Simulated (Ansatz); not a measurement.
Consider AlSb in the zinc blende structure (space group F-43m, No. 216; a = 6.157 Å).

Levels (all Ansatz, an electronic-structure program, PAW, earlier PAW set): PBEsol (420 eV, spin-orbit coupling left out); HSE06+SOC (420 eV, noncollinear with spin-orbit coupling).

Its gap is 1.14 eV with PBEsol and 1.54 eV with HSE06+SOC.

Perturbation: the cell is scaled by 1.0232 in all directions, atoms relaxed at fixed cell.

With PBEsol the gap becomes 0.96 eV.

Q: If the HSE06+SOC correction stayed the same, what would the HSE06+SOC gap be, and what does the HSE06+SOC run give?

A: A rigid correction of +0.40 eV gives 1.36 eV. The HSE06+SOC run gives 1.52 eV, so the correction itself changes by +0.16 eV.

Single points use the geometry relaxed with PBEsol. The hybrid gap comes from the SCF mesh plus the semilocal run's edge points and a few special points and is an upper bound. The spin-orbit shifts are approximate. With Sb present, leaving out spin-orbit coupling can change the band edges. The cells carry an imposed strain or load. Whether these cells are dynamically stable was not tested.
